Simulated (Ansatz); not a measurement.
# W (fcc type): the cost of one run

Computed with Ansatz 0.2.0 (DFT, PBE, all-electron LAPW, scalar-relativistic, unless a step's input says otherwise).

This is W in the fcc structure; at room conditions it is bcc.

## Step 1: The starting structure

Symmetry: Fm-3m, No. 225, cubic system. The conventional cell has a = 3.371 Å, b = 3.371 Å, c = 3.371 Å, α = 90.00°, β = 90.00°, γ = 90.00°. W (site symmetry m-3m) has 12 W at 2.38 Å as nearest neighbours.

Coordinates:

```
CELL_PARAMETERS angstrom
0.00000 1.68562 1.68562
1.68562 0.00000 1.68562
1.68562 1.68562 0.00000
ATOMIC_POSITIONS crystal
W 0.00000 0.00000 0.00000
```

## Step 2: Fcc relaxed under pressure, LAPW

input.yaml reads:

```yaml
crystal:
  lattice:
    - [0.0, 1.6856236245, 1.6856236245]
    - [1.6856236245, 0.0, 1.6856236245]
    - [1.6856236245, 1.6856236245, 0.0]
  atoms:
    - { symbol: W, position: [0.0, 0.0, 0.0] }
kpoints:
  mp_grid: { grid: [20, 20, 20] }
scf:
  occupations: { method: fermi_dirac, width: 0.05 }
hamiltonian:
  xc: pbe
  pseudopotentials: { kind: all_electron, lapw: { basis_error: 0.0005 } }
output:
  forces: true
  stress: true
  eigenvalues: true
relax:
  f_tol: 0.005
  max_steps: 12
  cell: { p_target: 430.0, stress_tol: 0.215 }
```

The run is started by

```
> ansatz run input.yaml --threads 2 --pin off --max-ram 5120MiB --backend cpu --events-out ev --progress --plain --runs-dir out
```

Q: Estimate wall time and peak memory on 2 threads of Intel Xeon Platinum 8259CL at 2.50GHz (Skylake/Cascade Lake), shared host.

About 54 s, with a peak of 0.7 GiB.
